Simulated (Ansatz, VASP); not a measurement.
**Two plane-wave programs on Ti**

File INCAR:

```
SYSTEM = Ti
PREC = Accurate
ENCUT = 520
EDIFF = 1E-7
ISMEAR = -1
SIGMA = 0.1
LREAL = .FALSE.
LASPH = .TRUE.
NELM = 100
ALGO = Normal
ISIF = 2
LWAVE = .FALSE.
LCHARG = .FALSE.
GGA = CA
NBANDS = 19
```

File KPOINTS:

```
Automatic mesh
0
G
  3 3 2
  0 0 0
```

Contents of POSCAR:

```
Ti
1.0
    2.8638698861      0.0000000000      0.0000000000
   -1.4319349430      2.4801840745      0.0000000000
    0.0000000000      0.0000000000      4.5399943151
Ti
2
Direct
    0.3333333333      0.6666666667      0.2500000000
    0.6666666667      0.3333333333      0.7500000000
```

Input for Ansatz:

```yaml
crystal:
  lattice:
    - [2.8638698861, 0.0, 0.0]
    - [-1.431934943, 2.4801840745, 0.0]
    - [0.0, 0.0, 4.5399943151]
  atoms:
    - { symbol: Ti, position: [0.3333333333, 0.6666666667, 0.25] }
    - { symbol: Ti, position: [0.6666666667, 0.3333333333, 0.75] }
hamiltonian:
  xc: lda
  pseudopotentials:
    kind: paw
    azcp:
      Ti: "pseudopotentials/Ti.paw.azcp"
basis:
  ecutwfc: 420
  fft_grid_basis: typed
kpoints:
  mp_grid: { grid: [3, 3, 2], shift: [0, 0, 0] }
magnetization:
  spin_polarized: false
scf:
  occupations: { method: fermi_dirac, width: 0.1 }
  lower_state_search: "off"
output:
  stress: true
```

Alike in both runs: task single point; functional LDA; k mesh 3 × 3 × 2; occupations fermi-dirac, width 0.1 eV; no spin polarisation.

|  | VASP | Ansatz |
| --- | --- | --- |
| version | VASP 6.6.1 | Ansatz 0.2.0 |
| potentials or method | VASP PAW LDA potentials, release 64 (Ti_sv) | plane waves (420 eV) with PAW, scalar-relativistic |
| plane-wave cutoff (eV) | 520 | 420 |
| valence electrons in the cell | 24 | 24 |

Ansatz gave:

* pressure (GPa): -1.6
* largest component of the traceless stress (GPa): 0.42

**Question.** Which values does VASP return?

**Answer.** Pressure (GPa): -1.8; largest component of the traceless stress (GPa): 0.48.

Ansatz warned: «pseudo_functional_mismatch».

Caveats: the k mesh is coarse (spacing up to 0.84 Å⁻¹), so the values aren't converged.
